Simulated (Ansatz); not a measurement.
## Convergence of In₃Sb with the k-point mesh

Level of theory: DFT PBEsol, scalar-relativistic, plane waves, PAW (Ansatz).

```
In Sb
1.0
     4.83696    0.00000    0.00000
     0.00000    4.83696    0.00000
     0.00000    0.00000    4.83696
In Sb
3 1
Cartesian
  2.4185 2.4185 0.0000
  2.4185 0.0000 2.4185
  0.0000 2.4185 2.4185
  0.0000 0.0000 0.0000
```

| Property | Result |
| --- | --- |
| plane-wave cutoff | 420 eV |
| occupation rule | Gaussian smearing, 0.1 eV |
| spin treatment | unpolarised |

The atoms stay fixed while the k-point mesh is varied. ΔE is the energy extrapolated to zero smearing, less that of the reference run (14×14×14). The cell isn't necessarily relaxed at this level. The meshes are Γ-centred. Spin–orbit coupling is left out. Pressure is positive in compression.

Times are rough; the reference took 31 s on 1 thread of Intel(R) Xeon(R) Processor @ 2.70GHz, with other jobs on the host, peak memory 0.61 GiB.

Task: One run gave ΔE = 346 meV/atom and P = -2.83 GPa. Which k-point mesh did it use, of 1×1×1, 2×2×2, 4×4×4, 6×6×6, 8×8×8, 10×10×10, 12×12×12?

Result: 2×2×2. All runs:

```
    mesh  ΔE (meV/atom) P (GPa) irreducible points wall time (s)
   1×1×1           9.14     2.33                   1           0.98
   2×2×2            346    -2.83                   4            1.5
   4×4×4           14.8    -3.16                  10            2.8
   6×6×6          -5.69    -2.58                  20            4.9
   8×8×8           1.30    -2.86                  35            7.8
10×10×10           0.68    -2.70                  56             16
12×12×12          -1.00    -2.82                  84             19
14×14×14           0.00    -2.78                 120             31
```